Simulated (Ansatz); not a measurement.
# NaF (Villiaumite) (Fm-3m) in Ansatz: settings compared

One crystal, NaF (Villiaumite), is run at these levels: PBEsol, LDA; tasks: band structure.

Everything below comes from runs of Ansatz 0.2.0. Logs are shortened: lines on timing, memory, paths and dates and some standing lists are left out, and cuts for length are marked.

### 1 The structure

It takes space group Fm-3m (No. 225, cubic). Conventional cell: a = 4.640 Å, b = 4.640 Å, c = 4.640 Å, α = 90.00°, β = 90.00°, γ = 90.00°. Around Na (site symmetry m-3m) lie 6 F at 2.32 Å. F (site symmetry m-3m) has 6 Na at 2.32 Å as nearest neighbours.

### 2 Band structure, PBEsol

input.yaml reads:

```yaml
crystal:
  lattice:
    - [0.0, 2.32, 2.32]
    - [2.32, 0.0, 2.32]
    - [2.32, 2.32, 0.0]
  atoms:
    - { symbol: Na, position: [0.0, 0.0, 0.0] }
    - { symbol: F, position: [0.5, 0.5, 0.5] }
kpoints:
  mp_grid: { grid: [10, 10, 10] }
  band_path:
    path:
      - [0.0, 0.0, 0.0]
      - [0.5, 0.0, 0.5]
      - [0.5, 0.25, 0.75]
      - [0.375, 0.375, 0.75]
      - [0.0, 0.0, 0.0]
      - [0.5, 0.5, 0.5]
      - [0.625, 0.25, 0.625]
      - [0.5, 0.25, 0.75]
    npoints: 8
scf:
  occupations: { method: fermi_dirac, width: 0.05 }
hamiltonian:
  xc: pbesol
  pseudopotentials: { kind: all_electron, lapw: { basis_error: 0.001 } }
output:
  forces: true
  stress: true
  eigenvalues: true
```

Potentials or basis: all-electron LAPW, scalar-relativistic.

Started as:

```bash
$ ansatz run input.yaml --threads 1 --pin off --max-ram 3072MiB --backend cpu --events-out ev --progress --plain --runs-dir out
```

Output:

```text
Warning: RAYON_NUM_THREADS=1 ignored (pool sized by the plan → 1); use --threads N
LAPW: plane waves up to 8.295 Å⁻¹, error target 1.0e-3 eV per atom; small_component_spin mean_spin; F in spheres of 1.158 Å, 7 of its electrons in bands, Dirac shells []; Na in spheres of 1.162 Å, 9 of its electrons in bands, Dirac shells [] (how accurate: hamiltonian.pseudopotentials.lapw.basis_error, Limitations)
Engine: ansatz 0.2.0, x86_64-unknown-linux-gnu
Pseudopotentials: kind: all_electron
Pseudopotential: Na, LAPW, valence charge 9, lapw/all_electron/scalar/gaussian/Na, Koelling and Harmon's equation, gaussian nucleus
Pseudopotential: F, LAPW, valence charge 7, lapw/all_electron/scalar/gaussian/F, Koelling and Harmon's equation, gaussian nucleus
Functional definition: PBEsol
  exchange = pbesol_x
  correlation = pbesol_c
Crystal: 2 atoms, lattice volume = 24.974 Å³
Basis set: ecut = 262.1516942474152 eV, 259 PW (Γ), exchange–correlation at level 2
Bands: 12, of which v1, the nominal top of the filled ones, is band 8 counted from 1 (7 counted from 0)
Symmetry: 48 space group operations
Space group: Fm-3m (ITA 225), of the structure as read, at distance tolerance 2.9e-5 Å
k-points: 47 of 1000
Non-local potential: Na, projectors of the file, none
Non-local potential: F, projectors of the file, none
Initial density: superposition of atomic densities (chi_scale 0.1, normalization cell, long waves kept (reshape's long-wave potential 0.00 eV rms))
Initial wavefunctions: plane waves of lowest kinetic energy (no species holds an atomic orbital)
Functional: x = pbesol(κ = 0.804, μ = 0.12345679012345678), c = pbesol(β = 0.046)
iter 1 solved again at ethr=4.69e-3 eV; its pass at ethr=1.00e-1 eV (dr2=7.50e-1 eV) is discarded
SCF iter   1: F=—  HF=-7123.825964 eV  |F-HF|=—  |Δ(HF+E_count)|=         —  Δρ=4.87e-2  dr2=7.49e-1  ethr=4.69e-3  ⟨swp⟩=2.0  Hψ=3612  notcnv=0
preconditioner: auto → none  [insulator: Δε(μ)=8.135 eV  Ē_g=26.517 eV  σ=0.050 eV  W_gap=1.00  n_scr=8 (ndim 8)  ℏωp=27.8 eV  f_vac=0.000  D(μ)=0.00/eV (n_scr^D=0)  ε∞_Penn≈2.1]
iter 2 solved again at ethr=2.19e-5 eV; its pass at ethr=4.68e-3 eV (dr2=3.51e-3 eV) is discarded
SCF iter   2: F=—  HF=-7123.170716 eV  |F-HF|=—  |Δ(HF+E_count)|=   6.55e-1  Δρ=5.48e-3  dr2=3.50e-3  ethr=2.19e-5  ⟨swp⟩=2.6  Hψ=3052  notcnv=0
SCF iter   3: F=—  HF=-7123.014879 eV  |F-HF|=—  |Δ(HF+E_count)|=   1.56e-1  Δρ=1.03e-2  dr2=3.47e-2  ethr=2.19e-5  ⟨swp⟩=3.0  Hψ=1901  notcnv=0
SCF iter   4: F=—  HF=-7123.014798 eV  |F-HF|=—  |Δ(HF+E_count)|=         —  Δρ=4.95e-4  dr2=5.22e-5  ethr=2.19e-5  ⟨swp⟩=3.0  Hψ=1834  notcnv=0
the basis was enlarged: its passes take 125.9 KiB over the memory plan, 1 of 1 planned eigensolver slots
SCF iter   5: F=—  HF=-7123.014942 eV  |F-HF|=—  |Δ(HF+E_count)|=   1.44e-4  Δρ=1.73e-4  dr2=7.99e-6  ethr=3.26e-7  ⟨swp⟩=3.0  Hψ=1627  notcnv=0
SCF iter   6: F=—  HF=-7123.014953 eV  |F-HF|=—  |Δ(HF+E_count)|=   1.14e-5  Δρ=1.10e-4  dr2=3.83e-6  ethr=5.00e-8  ⟨swp⟩=3.0  Hψ=1575  notcnv=0
SCF iter   7: F=-7123.014952 eV  HF=-7123.014952 eV  |F-HF|=1.45e-8  |Δ(HF+E_count)|=   1.45e-6  Δρ=6.48e-6  dr2=1.16e-8  ethr=2.39e-8  ⟨swp⟩=2.1  Hψ=1508  notcnv=0
SCF 1 converged in 7 iterations: F = -7123.014952 eV  dr2 = 1.16e-8
NSCF: frozen V_eff on 57 k-points
SCF converged after 7 iterations
Free energy (F): -7123.014952 eV
Harris-Foulkes:  -7123.014952 eV  (|F-HF|=1.45e-8)
Internal energy: -7123.014952 eV  (E = F + TS)
E sigma→0 (E₀):  -7123.014952 eV
Fermi energy:    3.861844 eV
--- Per-component energies (eV) ---
  E_band       = -237.180153
  E_kinetic    = 7120.901554
  E_xc         = -656.861232
  E_electrostatic = -13587.055274  (all electrons and nuclei)
  E_smearing   = -0.000000  (= −TS)
  E_closure    = 0.000000  (closes the sum)
  E_atoms      = -7114.259834  (free atoms, spherical and without spin; not in F)
  Σ components = -7123.014952   (vs F -7123.014952, Δ=0.00e0)
  Basis errors (estimates in eV, not in F): energy 3.6e-4 per atom: plane waves 3.2e-4 (1.7e-4 summed), levels above the bands 4.3e-142, relativity 2.7e-8, radial functions 3.9e-5, core shells 6.5e-9; eigenvalues (radial functions only) 3.8e-5; not estimated: angular momenta, meshes, grids; target (lapw.basis_error) 1.0e-3; muffin-tin radii F 1.158 Å, Na 1.162 Å
--- Forces (eV/Å), atoms counted from 1 ---
  atom   1  Na    -0.00000000    -0.00000000    -0.00000000
  atom   2  F      0.00000000    -0.00000000     0.00000000
  max |Σ_I F_I| component: 9.75e-31 eV/Å
--- Stress (GPa, compression-positive) ---
       -0.319954      -0.000000       0.000000
       -0.000000      -0.319954       0.000000
        0.000000       0.000000      -0.319954
  P = ⅓ Tr σ = -0.3200 GPa (-3.200 kbar)
--- Band table (eV; the first three rows and the last of 47) ---
  k-point 0: bands = ["-46.0909", "-18.3469", "-18.1274", "-18.1274", "-18.1274", "0.6920", "0.6920", "0.6920", "6.8435", "19.4920", "19.4920", "19.4920"]
  k-point 1: bands = ["-46.0896", "-18.5023", "-18.1285", "-18.1285", "-17.9595", "0.4923", "0.6670", "0.6670", "7.2026", "18.1838", "19.6478", "19.6478"]
  k-point 2: bands = ["-46.0863", "-18.7003", "-18.1316", "-18.1316", "-17.7288", "0.0345", "0.6021", "0.6021", "8.1244", "16.4221", "20.0395", "20.0395"]
  k-point 46: bands = ["-46.0733", "-18.5681", "-18.2385", "-18.2112", "-17.6817", "-0.3247", "-0.0534", "0.1323", "13.6839", "13.7241", "15.5129", "17.7854"]
```

bands.tsv:

```text
# k_distance	band_0	band_1	band_2	band_3	band_4	band_5	band_6	band_7	band_8	band_9	band_10	band_11
# fermi_ev = 3.861844
# lock_threshold_ev = 1e-6
# [0, 0, 0] at k_distance = 0.000000
# [0.5, 0, 0.5] at k_distance = 1.354135
[... 12 lines left out ...]
0.507801	-49.947285	-22.513727	-22.005545	-22.005545	-21.621413	-3.817427	-3.305715	-3.305715	4.474890	12.555872	15.903300	15.903300
0.677067	-49.943921	-22.536320	-22.015765	-22.015765	-21.573246	-4.084654	-3.385388	-3.385388	5.412714	11.614045	15.788932	16.057346
0.846334	-49.940584	-22.493758	-22.026066	-22.026066	-21.600868	-4.278266	-3.461811	-3.461811	6.462539	10.872992	14.249637	16.202853
[... 49 lines left out ...]
6.367102	-49.935183	-22.452085	-22.090806	-22.080790	-21.519757	-4.095258	-4.018151	-3.737117	9.822507	9.837841	11.918189	13.622269
6.426947	-49.935165	-22.451023	-22.086663	-22.086663	-21.519132	-4.054061	-4.054061	-3.745219	9.841643	9.841643	11.939215	13.552150
```

It took 2.2 s on 1 thread of AMD EPYC 9R45 (Zen 5), shared host; peak memory 0.3 GiB.

What came out:

```yaml
Free_energy: -7123.0150 eV
Pressure: -0.3 GPa
Band_gap_on_the_k_mesh: 6.15 eV, direct
Band_gap_along_the_path: 6.15 eV, direct
```

Levels at the corners of the path, in eV from the valence-band top:
```csv
point,band 6,band 7,band 8,band 9,band 10,band 11
Γ,0.00,0.00,0.00,6.15,18.80,18.80
X,-1.29,-0.41,-0.41,12.95,13.08,13.51
W,-0.88,-0.88,-0.58,13.01,13.01,15.11
K,-1.07,-0.84,-0.37,12.63,13.03,14.61
Γ,0.00,0.00,0.00,6.15,18.80,18.80
L,-1.60,-0.26,-0.26,10.59,12.31,19.95
U,-1.07,-0.84,-0.37,12.63,13.03,14.61
W,-0.88,-0.88,-0.58,13.01,13.01,15.11
```

### 3 Band structure, LDA

Edit input.yaml of step 2 so:

```diff
@@ -24,3 +24,3 @@
 hamiltonian:
-  xc: pbesol
+  xc: lda
   pseudopotentials: { kind: all_electron, lapw: { basis_error: 0.001 } }
```

Potentials or basis: all-electron LAPW, scalar-relativistic.

Started as:

```bash
$ ansatz run input.yaml --threads 1 --pin off --max-ram 3072MiB --backend cpu --events-out ev --progress --plain --runs-dir out
```

Run time: 2.4 s. Hardware: 1 thread of AMD EPYC 9R45 (Zen 5), shared host; peak memory 0.3 GiB.

The run converged. Its results:

```yaml
Free_energy: -7107.2473 eV
Pressure: -4.4 GPa
Band_gap_on_the_k_mesh: 5.94 eV, direct
Band_gap_along_the_path: 5.94 eV, direct
```

Levels at the corners of the path, in eV from the valence-band top:
```tsv
point	band 4	band 5	band 6	band 7	band 8	band 9	band 10	band 11	band 12
Γ	-18.79	-18.76	0.00	0.00	0.00	5.94	18.52	18.52	18.52
X	-18.84	-18.50	-1.32	-0.42	-0.42	12.73	12.85	13.22	19.28
W	-18.89	-18.15	-0.91	-0.91	-0.59	12.78	12.78	14.80	16.47
K	-18.83	-18.17	-1.10	-0.86	-0.38	12.40	12.80	14.32	18.95
Γ	-18.79	-18.76	0.00	0.00	0.00	5.94	18.52	18.52	18.52
L	-18.80	-17.85	-1.65	-0.26	-0.26	10.37	12.07	19.64	19.64
U	-18.83	-18.17	-1.10	-0.86	-0.38	12.40	12.80	14.32	18.95
W	-18.89	-18.15	-0.91	-0.91	-0.59	12.78	12.78	14.80	16.47
```
